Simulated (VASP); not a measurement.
**Li2S: electric field gradients with PBE**

The system is Li2S.

```xyz
3
Lattice="0.0000 2.8528 2.8528 2.8528 0.0000 2.8528 2.8528 2.8528 0.0000" Properties=species:S:1:pos:R:3 pbc="T T T"
S     0.0000    0.0000    0.0000
Li    1.4264    1.4264    1.4264
Li    4.2792    4.2792    4.2792
```

The cell comes from a database or a generator and needn't be the stable form of this composition.

```
Program                : VASP 6.6.1
Task                   : electric field gradients
Functional             : PBE
Potentials or basis    : VASP PAW PBE potentials, release 64 (S, Li_sv)
Cutoff                 : 520 eV
k mesh                 : 12 × 12 × 12
Occupations            : fermi-dirac, width 0.08 eV
Spin                   : no spin polarisation
Dipole correction      : no
Further INCAR settings : ALGO = Normal; EDIFF = 1e-08; NBANDS = 13
```

```
Band gap on the k mesh : 3.39 eV, indirect (least direct gap 4.26 eV)
```

Levels at points of the mesh, in eV from the valence-band top:
| k point | band 4 | band 5 | band 6 | band 7 | band 8 | band 9 |
| --- | --- | --- | --- | --- | --- | --- |
| (0.00, 0.00, 0.00) | 0.00 | 0.00 | 0.00 | 4.26 | 6.23 | 6.23 |
| (0.50, 0.00, 0.00) | -2.86 | -0.50 | -0.50 | 6.09 | 6.57 | 6.57 |
| (0.50, 0.50, 0.00) | -2.15 | -1.41 | -1.41 | 3.39 | 7.09 | 11.06 |

Electric field gradients, principal values (V/Å²):
| atom | Vxx | Vyy | Vzz |
| --- | --- | --- | --- |
| 1 S | 0.000 | 0.000 | -0.001 |
| 2 Li | -0.007 | -0.007 | 0.013 |
| 3 Li | -0.007 | -0.007 | 0.013 |

It took 29 s on 1 thread of Intel(R) Xeon(R) 6975P-C (Granite Rapids), with other jobs on the host, peak memory 0.17 GiB.

 A k mesh can miss the band edges.
